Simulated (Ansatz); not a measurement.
## TaN: do the settings matter for the field gradients?

This input was run with Ansatz:

```yaml
crystal:
  lattice:
    - [3.63720061, 0.0, 0.0]
    - [-1.8186003, 3.14990812, 0.0]
    - [0.0, 0.0, 2.0377]
  atoms:
    - { symbol: Ta, position: [0.3333333333, 0.6666666667, 0.5], spin: 2.0 }
    - { symbol: Ta, position: [0.6666666667, 0.3333333333, 0.5], spin: 2.0 }
    - { symbol: Ta, position: [0.0, 0.0, 0.0], spin: 2.0 }
    - { symbol: "N", position: [0.39285, 0.0, 0.0] }
    - { symbol: "N", position: [0.60715, 0.60715, 0.0] }
    - { symbol: "N", position: [0.0, 0.39285, 0.0] }
magnetization:
  spin_polarized: true
kpoints:
  mp_grid: { grid: [10, 10, 16] }
scf:
  occupations: { method: fermi_dirac, width: 0.05 }
  max_iter: 80
hamiltonian:
  xc: pbe
  pseudopotentials: { kind: paw }
output:
  forces: true
  stress: true
  populations: true
  efg:
    quadrupole_moments_barn: { Ta: 3.17, "N": 0.02044 }
    contact_densities: true
```

It converged. Of its output the block on the nuclei alone is shown, without the SCF iterations, energies, forces and stress (one atom of each set):

```
--- PAW observables at the nuclei: V_zz in 10²¹ V/m², potentials from the cell's mean, atoms counted from 1 ---
  atom   1  Ta V_zz =  -109.279479   η = 0.0000   by run symmetry: allowed   C_q = -8376.3004 MHz
            electrostatic potential = -14558.239124 V   contact ρ = 8155008.733704 e/Å³   contact ρ_s (e/Å³): all electrons -0.000002, valence +0.000003
  atom   3  Ta V_zz =  +102.158343   η = 0.0000   by run symmetry: allowed   C_q = +7830.4634 MHz
            electrostatic potential = -14556.841601 V   contact ρ = 8154949.264455 e/Å³   contact ρ_s (e/Å³): all electrons +0.000011, valence +0.000006
  atom   4  N  V_zz =    +1.775704   η = 0.1451   by run symmetry: allowed   C_q = +0.8776 MHz
            electrostatic potential = -576.450424 V   contact ρ = 1422.431022 e/Å³   contact ρ_s (e/Å³): all electrons -0.000001, valence -0.000001
```

Q: Can these gradients be trusted, and how do they compare with a run on standard settings?

A: No. Against the standard input the change is `crystal.lattice`: [[5.1960008669, 0.0, 0.0], [-2.5980004334, 4.4998687488, 0.0], [0.0, 0.0, 2.911]] → [[3.63720061, 0.0, 0.0], [-1.8186003, 3.14990812, 0.0], [0.0, 0.0, 2.0377]]; `scf.max_iter`: not typed → 80. A site carries the number of its first atom; V_zz in 10²¹ V/m².

```
site  V_zz standard  η standard  V_zz here  η here
 Ta1         -19.81        0.00     -109.3    0.00
 Ta3          13.70        0.00      102.2    0.00
   N          -1.43        0.32       1.78    0.15
```

The largest change of V_zz along a kept axis is on Ta1, from -19.81 to -109.3. On N the largest principal value lies along another axis in the second run, so the two V_zz can't be compared directly. At these positions the changed run has forces up to 9.6 eV/Å, so its atoms aren't at their own equilibrium. Its pressure is 2941 GPa, against 5 GPa in the reference run. SCF iterations: 11 and 11. The changed input holds a lattice far too small, so its numbers aren't properties of the crystal.

On the reference run: At this cell the principal stresses reach 5 GPa in size with PBE, which can matter for small gradients. With no gap above 0.1 eV, as in a metal, the gradients converge slowly in k; expect changes of a tenth or more on a denser mesh. Without spin–orbit coupling the gradients at and beside Ta can be off by some per cent, at some sites by more. With these PAW files V_zz is typically within 2 to 3 % of all-electron values, but misses above 10 % occur on Ta. The start moments die out, and the run ends without spin.
